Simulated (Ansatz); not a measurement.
# The 3-layer blue phosphorene (AB) between two gates, part 3 of 3

Aim: screening and gap of the neutral 3-layer blue phosphorene (AB) between oppositely charged gates.

Ansatz 0.2.0; plane-wave DFT, PBE-D3(BJ), Ansatz PAW.

So far, gap, the smaller of path and mesh (eV): step 3 (gated layer, displacement field 0) 0.960; step 4 (displacement field 0.905 V/nm) 0.945; step 5 (displacement field 1.81 V/nm) 0.908; step 6 (displacement field 2.71 V/nm) 0.851.

## (7) Gated layer, displacement field 3.62 V/nm

File input.yaml:

```yaml
crystal:
  lattice:
    - [3.253395974, 0.0, 0.0]
    - [-1.626697987, 2.817523562, 0.0]
    - [0.0, 0.0, 51.0029820009]
  atoms:
    - { symbol: P, position: [0.6666666667, 0.3333333333, 0.3931142693] }
    - { symbol: P, position: [0.3333333333, 0.6666666667, 0.4174990267] }
    - { symbol: P, position: [0.0, 0.0, 0.4826168556] }
    - { symbol: P, position: [0.6666666667, 0.3333333333, 0.5070003872] }
    - { symbol: P, position: [0.6666666667, 0.3333333333, 0.5824605073] }
    - { symbol: P, position: [0.3333333333, 0.6666666667, 0.6068857307] }
  periodic: [true, true, false]
  symmetry: { detect: true }
kpoints:
  mp_grid: { grid: [54, 54, 1] }
  band_path:
    path: [[0, 0, 0], [0.5, 0, 0], [0.33333333, 0.33333333, 0], [0, 0, 0]]
    npoints: 16
hamiltonian:
  xc: pbe
  dispersion: d3bj
scf:
  occupations: { method: fermi_dirac, width: 0.02585 }
  convergence: { dr2_threshold: 1.0e-10 }
output:
  forces: true
  eigenvalues: true
  dos: { projected: true, e_range: [-3, 3], de: 0.01 }
  write_potential: true
  write_density: true
  volumetric_format: npy
  elf: true
external_charges:
  - { charge: 0, barrier: 10, axis: 3, height: 34.453, sigma: 0.25 }
  - { charge: -0.018333, axis: 3, height: 35.953, sigma: 0.5 }
  - { charge: 0, barrier: 10, axis: 3, height: 16.55, sigma: 0.25 }
  - { charge: 0.018333, axis: 3, height: 15.05, sigma: 0.5 }
```

Run with:

```console
$ ansatz run input.yaml --threads 4 --pin off --max-ram 6144MiB --backend cpu --events-out ev --progress --plain --runs-dir out
```

Numbers of over 12 decimals in the logs are rounded to 6 here.

Log:

```text
[...]
Crystal: 6 atoms, lattice volume = 467.520 Å³
Basis set: ecut = 420 eV, 9315 PW (Γ), exchange–correlation on 48×48×720 points (8 copies of the dense FFT grid, shifted against one another)
Bands: 21, of which v1, the nominal top of the filled ones, is band 15 counted from 1 (14 counted from 0)
Symmetry: 6 space group operations
[...]
k-points: 271 of 2916 (time reversal used)
[...]
--- Band table (eV; the first three rows and the last of 271) ---
  k-point 0: bands = [... 11 lower, -6.2939, -5.8153, -5.8153, -5.6169, -2.5282, -2.5282, -2.4981, -2.2538, ... 2 higher]
  k-point 1: bands = [... 11 lower, -6.3080, -5.8701, -5.8293, -5.6139, -2.5421, -2.5104, -2.4475, -2.2675, ... 2 higher]
  k-point 2: bands = [... 11 lower, -6.3490, -6.0255, -5.8705, -5.6059, -2.5902, -2.4582, -2.3209, -2.2909, ... 2 higher]
  k-point 270: bands = [... 11 lower, -8.0921, -8.0899, -7.5047, -7.4298, -4.3841, -4.1522, -3.6838, -1.5870, ... 2 higher]
[key lines of the parts left out:]
SCF converged after 15 iterations
Free energy (F): -4535.472276 eV
Fermi energy:    -5.052472 eV
```

Elapsed: 2.4 min, on 4 threads of Arm Neoverse V1, shared host; peak memory 2.3 GiB; 9.6 min of CPU time.

Running mean over a fixed 2.7 Å (it still follows the layers) of the planar mean; beyond a gate it holds the 10 eV model barrier. Table of electron's electrostatic potential energy less the Fermi level by z:

| z (Å) | electron's electrostatic potential energy less the Fermi level (eV) |
| --- | --- |
| 4 | 13.3 |
| 6 | 13.3 |
| 8 | 13.3 |
| 10 | 13.3 |
| 12 | 13.3 |
| 14 | 13.3 |
| 16 | 10.7 |
| 18 | 3.72 |
| 20 | -7.58 |
| 22 | -3.67 |
| 24 | -3.98 |
| 26 | -6.72 |
| 28 | 2.40 |
| 30 | -8.65 |
| 32 | -0.714 |
| 34 | 9.35 |
| 36 | 16.5 |
| 38 | 16.8 |
| 40 | 16.8 |
| 42 | 16.8 |
| 44 | 16.8 |
| 46 | 16.8 |

The gap, the smaller of path and mesh, is 0.773 eV.

## (8) Gated layer, displacement field -1.81 V/nm

Changes to input.yaml since step 7:

```diff
@@ -35,4 +35,4 @@
   - { charge: 0, barrier: 10, axis: 3, height: 34.453, sigma: 0.25 }
-  - { charge: -0.018333, axis: 3, height: 35.953, sigma: 0.5 }
+  - { charge: 0.009167, axis: 3, height: 35.953, sigma: 0.5 }
   - { charge: 0, barrier: 10, axis: 3, height: 16.55, sigma: 0.25 }
-  - { charge: 0.018333, axis: 3, height: 15.05, sigma: 0.5 }
+  - { charge: -0.009167, axis: 3, height: 15.05, sigma: 0.5 }
```

Log:

```text
[...]
Crystal: 6 atoms, lattice volume = 467.520 Å³
Basis set: ecut = 420 eV, 9315 PW (Γ), exchange–correlation on 48×48×720 points (8 copies of the dense FFT grid, shifted against one another)
Bands: 21, of which v1, the nominal top of the filled ones, is band 15 counted from 1 (14 counted from 0)
Symmetry: 6 space group operations
[...]
k-points: 271 of 2916 (time reversal used)
[...]
--- Band table (eV; the first three rows and the last of 271) ---
  k-point 0: bands = [... 11 lower, -6.1440, -6.0056, -6.0056, -5.4744, -2.3232, -2.3232, -2.3084, -2.1277, ... 2 higher]
  k-point 1: bands = [... 11 lower, -6.1581, -6.0605, -6.0196, -5.4713, -2.3381, -2.3054, -2.2569, -2.1404, ... 2 higher]
  k-point 2: bands = [... 11 lower, -6.2159, -6.1995, -6.0606, -5.4629, -2.3866, -2.2531, -2.1912, -2.1019, ... 2 higher]
  k-point 270: bands = [... 11 lower, -7.9154, -7.7891, -7.7762, -7.6095, -4.2228, -4.0005, -3.8348, -1.3187, ... 2 higher]
[key lines of the parts left out:]
SCF converged after 14 iterations
Free energy (F): -4535.494602 eV
Fermi energy:    -4.884250 eV
```

Wall time 2.2 min (4 threads); peak memory 2.3 GiB; 8.6 min of CPU time.

The density of states has structure finer than the step of the table below, so its rows give means over 0.1 eV, whole bins alone (the curve runs from -3 to 2.41 eV). Peaks (eV: height): -1.89: 6.68, -1.35: 7.57, -0.49: 6.40, 1.41: 5.27, 1.75: 5.06, 2.05: 5.25, 2.32: 5.40.

Table of density of states by energy, zero at the Fermi level of the run, which the smearing sets inside the gap; means over each step:

energy (eV), density of states (states/eV a cell) and a bar:
```
     -2.9       2.86 ###############
     -2.8       3.21 ################
     -2.7       3.56 ##################
     -2.6       3.99 ####################
     -2.5       3.81 ###################
     -2.4       3.20 ################
     -2.3       4.07 #####################
     -2.2       4.55 #######################
     -2.1       4.79 ########################
     -2.0       4.77 ########################
     -1.9       5.91 ##############################
     -1.8       4.19 #####################
     -1.7       2.78 ##############
     -1.6       3.32 #################
     -1.5       3.48 ##################
     -1.4       4.49 #######################
     -1.3       3.55 ##################
     -1.2       0.94 #####
     -1.1       0.75 ####
     -1.0       0.71 ####
     -0.9       0.73 ####
     -0.8       0.77 ####
     -0.7       0.86 ####
     -0.6       1.55 ########
     -0.5       3.64 ##################
     -0.4       0.00 
     -0.3       0.00 
     -0.2       0.00 
     -0.1       0.00 
      0.0       0.00 
      0.1       0.00 
      0.2       0.00 
      0.3       0.00 
      0.4       0.21 #
      0.5       0.75 ####
      0.6       0.97 #####
      0.7       1.84 #########
      0.8       1.98 ##########
      0.9       2.20 ###########
      1.0       2.53 #############
      1.1       3.45 #################
      1.2       3.52 ##################
      1.3       3.70 ###################
      1.4       4.45 #######################
      1.5       3.76 ###################
      1.6       3.52 ##################
      1.7       4.17 #####################
      1.8       3.67 ###################
      1.9       3.51 ##################
      2.0       3.72 ###################
      2.1       4.18 #####################
      2.2       4.15 #####################
      2.3       4.74 ########################
```

The gap, the smaller of path and mesh, is 0.879 eV.

## (9) The series together

This step: plane-wave DFT, PBE-D3(BJ), Ansatz PAW; response to a displacement field between two gates (Ansatz 0.2.0).

The potential behind each gate is read from every run and counted from the uncharged case.

Numbers from this step:

* electrostatic distance between the gates: 9.558 Å
* geometric distance between the gates: 20.90 Å

Electron's potential behind the upper gate less behind the lower, less the value without field. Step of the electron's potential energy between the gates against displacement field D/eps0:

| displacement field D/eps0 (V/nm) | step of the electron's potential energy between the gates (eV) |
| --- | --- |
| -1.81 | -1.73 |
| 0.00 | 0 |
| 0.90 | 0.866 |
| 1.81 | 1.73 |
| 2.71 | 2.59 |
| 3.62 | 3.46 |

The smaller of the gaps on the path and on the k-mesh, counted as 0 under 0.03 eV. Gap against displacement field D/eps0:

| displacement field D/eps0 (V/nm) | gap (eV) |
| --- | --- |
| -1.81 | 0.879 |
| 0.00 | 0.960 |
| 0.90 | 0.945 |
| 1.81 | 0.908 |
| 2.71 | 0.851 |
| 3.62 | 0.773 |

By hand: 3.62 V/nm over the 20.90 Å between the sheets would give 7.56 V in vacuum; the run has 3.46 V, as over 9.55 Å.

## (10) The same run with other settings: kpoints.mp_grid.shift = [0.5, 0.5, 0.0]

This step: plane-wave DFT, PBE-D3(BJ), Ansatz PAW (Ansatz 0.2.0).

A run with a changed input: it repeats the earlier run at 0.905 V/nm with kpoints.mp_grid.shift to [0.5, 0.5, 0.0].

input.yaml, the sections that differ from step 8:

```yaml
kpoints:
  mp_grid: { grid: [54, 54, 1], shift: [0.5, 0.5, 0.0] }
  band_path:
    path: [[0, 0, 0], [0.5, 0, 0], [0.33333333, 0.33333333, 0], [0, 0, 0]]
    npoints: 16
output:
  forces: true
  eigenvalues: true
  write_potential: true
  write_density: true
  volumetric_format: npy
external_charges:
  - { charge: 0, barrier: 10, axis: 3, height: 34.453, sigma: 0.25 }
  - { charge: -0.004583, axis: 3, height: 35.953, sigma: 0.5 }
  - { charge: 0, barrier: 10, axis: 3, height: 16.55, sigma: 0.25 }
  - { charge: 0.004583, axis: 3, height: 15.05, sigma: 0.5 }
# crystal, hamiltonian, scf: as in step 8
```

Log:

```text
Warning: crystal.symmetry: narrowed to the stabiliser of the k-point mesh — unitary ops 6 → 2; excluded 4 operations that carry a point of the 54×54×1 mesh (shift [0.5, 0.5, 0]) off the mesh (the run samples exactly the mesh kpoints.mp_grid names, as under crystal.symmetry.detect: false, and its converged state has the mesh's symmetry, not the crystal's; ε∞, the Born charges and the force constants of a linear response (`dielectric:` by the response, `phonons.method: dfpt`) are averaged over those of the crystal's operations that the state keeps within a tolerance, where `mesh_tensors`, `unaveraged_element` or `gamma_mean_max_change_ev_ang2` stands beside them; [rest of the remark cut]
[...]
Crystal: 6 atoms, lattice volume = 467.520 Å³
Basis set: ecut = 420 eV, 9315 PW (Γ), exchange–correlation on 48×48×720 points (8 copies of the dense FFT grid, shifted against one another)
Bands: 21, of which v1, the nominal top of the filled ones, is band 15 counted from 1 (14 counted from 0)
Symmetry: 2 space group operations
k-points: 756 of 2916 (time reversal used)
[...]
SCF iter   1: F=—  HF=-4535.800111 eV  |F-HF|=—  |Δ(HF+E_count)|=         —  Δρ=1.93e-2  dr2=1.31e0  ethr=3.10e-3  ⟨swp⟩=15.9  Hψ=175160  notcnv=0
[...]
SCF iter  15: F=-4535.500229 eV  HF=-4535.500229 eV  |F-HF|=5.09e-11  |Δ(HF+E_count)|=  3.91e-11  Δρ=8.36e-9  dr2=1.75e-12  ethr=1.00e-12  ⟨swp⟩=7.6  Hψ=99970  notcnv=0
SCF 1 converged in 15 iterations: F = -4535.500229 eV  dr2 = 1.75e-12
[...]
SCF converged after 15 iterations
an eigenvalue changed by more than its tolerance at an iteration that met the thresholds in force, so the SCF went on 2 times: the last check was not made
the last check of whether an eigenvalue changes by more than its tolerance under the output density was not made (no_room)
Free energy (F): -4535.500229 eV
[...]
Internal energy: -4535.500229 eV  (E = F + TS)
E sigma→0 (E₀):  -4535.500229 eV
Fermi energy:    -4.950811 eV
[...]
--- Forces (eV/Å), atoms and charges each counted from 1 ---
  atom   1  P      0.00000008    -0.00000004     0.00557911
  atom   2  P     -0.00000005     0.00000003     0.00372680
  atom   3  P      0.00000006    -0.00000003    -0.00202289
  atom   4  P     -0.00000007     0.00000004     0.00027558
  atom   5  P      0.00000007    -0.00000004    -0.00096855
  atom   6  P     -0.00000008     0.00000004    -0.00544493
  external charge   1     0.00000000     0.00000000     0.00807591
  external charge   2     0.00000000     0.00000000    -0.00020750
  external charge   3     0.00000000     0.00000000    -0.00922072
  external charge   4     0.00000000     0.00000000     0.00020708
  max |Σ_I F_I| component, the external charges' with the atoms': 9.87e-8 eV/Å
--- Band table (eV; the first three rows and the last of 756) ---
  k-point 0: bands = [... 11 lower, -6.2256, -6.1178, -6.0872, -5.5762, -2.2768, -2.2628, -2.1963, -2.1623, ... 2 higher]
  k-point 1: bands = [... 11 lower, -6.2603, -6.2487, -6.1221, -5.5693, -2.3115, -2.2279, -2.1991, -2.1151, ... 2 higher]
  k-point 2: bands = [... 11 lower, -6.3820, -6.3199, -6.1823, -5.5585, -2.3814, -2.2695, -2.1614, -2.1535, ... 2 higher]
  k-point 755: bands = [... 11 lower, -8.2837, -7.9370, -7.4419, -7.2428, -4.2808, -4.0807, -4.0051, -3.2957, ... 2 higher]
```

The job ended after 6.7 min (4 threads; peak memory 5.5 GiB).

This step gave:

* gap along the path: 0.9493 eV
* smallest direct gap along the path: 1.543 eV
* gap, the smaller of path and mesh: 0.9471 eV
* potential beyond the upper barrier and gate, less the barrier, from the Fermi level: 5.383 eV

The electronic bands at the labelled points (eV, zero at the Fermi level of the run, which the smearing sets inside the gap):

| point | band 12 | band 13 | band 14 | band 15 | band 16 | band 17 | band 18 | band 19 |
| --- | --- | --- | --- | --- | --- | --- | --- | --- |
| Γ | -1.26 | -1.13 | -1.13 | -0.63 | 2.68 | 2.68 | 2.72 | 2.79 |
| halfway | -2.50 | -1.92 | -1.21 | -0.63 | 1.01 | 1.12 | 1.29 | 3.56 |
| M | -3.33 | -2.99 | -2.50 | -2.30 | 0.67 | 0.87 | 0.95 | 1.65 |
| halfway | -3.61 | -2.84 | -2.44 | -2.28 | 1.28 | 1.83 | 2.09 | 2.91 |
| K | -3.05 | -3.02 | -2.83 | -2.63 | 0.84 | 0.88 | 1.01 | 3.53 |
| halfway | -3.82 | -1.80 | -1.17 | -0.67 | 2.06 | 2.39 | 2.72 | 2.99 |
| Γ | -1.26 | -1.13 | -1.13 | -0.63 | 2.68 | 2.68 | 2.72 | 2.79 |

| quantity | this run | earlier run | difference |
| --- | --- | --- | --- |
| gap along the path (eV) | 0.9493 | 0.9493 | 0 |
| smallest direct gap along the path (eV) | 1.543 | 1.543 | -1.0e-6 |
| potential beyond the upper barrier and gate, less the barrier, from the Fermi level (eV) | 5.383 | 5.383 | -4.2e-5 |

Nothing in the table moves by 0.01 in its unit. The run took 15 SCF cycles against 14.

On this path the gap is indirect, 0.95 eV, with the valence top between K and Γ and the conduction bottom between Γ and M. The least direct gap is 1.54 eV.

## (11) A changed input: kpoints.mp_grid.grid = [81, 81, 1]

Another changed input: it repeats the earlier run at 0.905 V/nm with kpoints.mp_grid.grid from [54, 54, 1] to [81, 81, 1].

Changes to input.yaml since step 10:

```diff
@@ -15,3 +15,3 @@
 kpoints:
-  mp_grid: { grid: [54, 54, 1], shift: [0.5, 0.5, 0.0] }
+  mp_grid: { grid: [81, 81, 1] }
   band_path:
```

Log:

```text
[...]
Crystal: 6 atoms, lattice volume = 467.520 Å³
Basis set: ecut = 420 eV, 9315 PW (Γ), exchange–correlation on 48×48×720 points (8 copies of the dense FFT grid, shifted against one another)
Bands: 21, of which v1, the nominal top of the filled ones, is band 15 counted from 1 (14 counted from 0)
Symmetry: 6 space group operations
[...]
k-points: 588 of 6561 (time reversal used)
[...]
SCF iter   1: F=—  HF=-4535.800112 eV  |F-HF|=—  |Δ(HF+E_count)|=         —  Δρ=1.93e-2  dr2=1.31e0  ethr=3.10e-3  ⟨swp⟩=15.9  Hψ=136041  notcnv=0
[...]
SCF iter  13: F=-4535.500229 eV  HF=-4535.500229 eV  |F-HF|=5.82e-11  |Δ(HF+E_count)|=  3.57e-10  Δρ=7.23e-8  dr2=9.45e-11  ethr=1.00e-12  ⟨swp⟩=22.5  Hψ=132197  notcnv=0
SCF 1 converged in 13 iterations: F = -4535.500229 eV  dr2 = 9.45e-11
[...]
SCF converged after 13 iterations
Free energy (F): -4535.500229 eV
[...]
Internal energy: -4535.500229 eV  (E = F + TS)
E sigma→0 (E₀):  -4535.500229 eV
Fermi energy:    -4.950809 eV
[...]
--- Forces (eV/Å), atoms and charges each counted from 1 ---
  atom   1  P      0.00000000     0.00000000     0.00557767
  atom   2  P      0.00000000    -0.00000000     0.00372689
  atom   3  P      0.00000000     0.00000000    -0.00202233
  atom   4  P      0.00000000    -0.00000000     0.00027465
  atom   5  P      0.00000000     0.00000000    -0.00096795
  atom   6  P      0.00000000    -0.00000000    -0.00544511
  external charge   1     0.00000000     0.00000000     0.00807592
  external charge   2     0.00000000     0.00000000    -0.00020750
  external charge   3     0.00000000     0.00000000    -0.00922074
  external charge   4     0.00000000     0.00000000     0.00020708
  max |Σ_I F_I| component, the external charges' with the atoms': 1.42e-6 eV/Å
--- Band table (eV; the first three rows and the last of 588) ---
  k-point 0: bands = [... 11 lower, -6.2151, -6.0766, -6.0766, -5.5784, -2.2711, -2.2711, -2.2345, -2.1573, ... 2 higher]
  k-point 1: bands = [... 11 lower, -6.2213, -6.1012, -6.0829, -5.5771, -2.2763, -2.2631, -2.2128, -2.1628, ... 2 higher]
  k-point 2: bands = [... 11 lower, -6.2397, -6.1729, -6.1015, -5.5732, -2.2969, -2.2396, -2.1850, -2.1430, ... 2 higher]
  k-point 587: bands = [... 11 lower, -7.9984, -7.9707, -7.7830, -7.5846, -4.1136, -4.0718, -3.9401, -1.4237, ... 2 higher]
```

Wall time 4.4 min (4 threads); peak memory 4.4 GiB.

This step gave:

- gap, the smaller of path and mesh: 0.9454 eV

Electronic bands along the path, in eV, zero at the Fermi level of the run, which the smearing sets inside the gap:

| point | band 12 | band 13 | band 14 | band 15 | band 16 | band 17 | band 18 | band 19 |
| --- | --- | --- | --- | --- | --- | --- | --- | --- |
| Γ | -1.26 | -1.13 | -1.13 | -0.63 | 2.68 | 2.68 | 2.72 | 2.79 |
| halfway | -2.50 | -1.92 | -1.21 | -0.63 | 1.01 | 1.12 | 1.29 | 3.56 |
| M | -3.33 | -2.99 | -2.50 | -2.30 | 0.67 | 0.87 | 0.95 | 1.65 |
| halfway | -3.61 | -2.84 | -2.44 | -2.28 | 1.28 | 1.83 | 2.09 | 2.91 |
| K | -3.05 | -3.02 | -2.83 | -2.63 | 0.84 | 0.88 | 1.01 | 3.53 |
| halfway | -3.82 | -1.80 | -1.17 | -0.67 | 2.06 | 2.39 | 2.72 | 2.99 |
| Γ | -1.26 | -1.13 | -1.13 | -0.63 | 2.68 | 2.68 | 2.72 | 2.79 |

| quantity | this run | earlier run | difference |
| --- | --- | --- | --- |
| gap along the path (eV) | 0.9493 | 0.9493 | -2.0e-6 |
| smallest direct gap along the path (eV) | 1.543 | 1.543 | -4.0e-6 |
| potential beyond the upper barrier and gate, less the barrier, from the Fermi level (eV) | 5.383 | 5.383 | -4.2e-5 |

Nothing in the table moves by 0.01 in its unit. The run took 13 SCF cycles against 14.

The path shows an indirect gap of 0.95 eV (valence top between K and Γ, conduction bottom between Γ and M). The least direct gap is 1.54 eV.

## (12) Results

```yaml
gap_with_uncharged_gates: 0.960 eV
electrostatic_distance_between_the_gates: 9.56 Å
geometric_distance_between_the_gates: 20.9 Å
gap_at_3p62_v_nm: 0.773 eV
```

The gap goes from 0.96 to 0.77 eV at 3.6 V/nm. The layers screen the field: the voltage is that of a vacuum gap 11.3 Å narrower than the real distance. The gates are charged sheets behind model barriers, not atoms. Gaps are the smaller of those on the path and on the mesh; band edges between these points would make them smaller still.

[Logs are printed without paths, hosts, clocks, repeated set-up lines and the standing remarks that a program may print on its own settings, such as how far it seeks lower states.]

[Hosts, paths, dates, database ids (printed as entryN), source tags and the programs' standing remarks are cut or masked in the printed files.]

[Maps of the electrostatic potential energy from Ansatz leave out the sawtooth potential of an applied field or a dipole correction, so their vacuum need not be flat; planar profiles and work functions include it.]

[The density of states shown here was stored with 400 of the rows of the run's finer table, so its peaks can read low, often by over a quarter, or be missed, and its means over a window can be off by a tenth or more.]
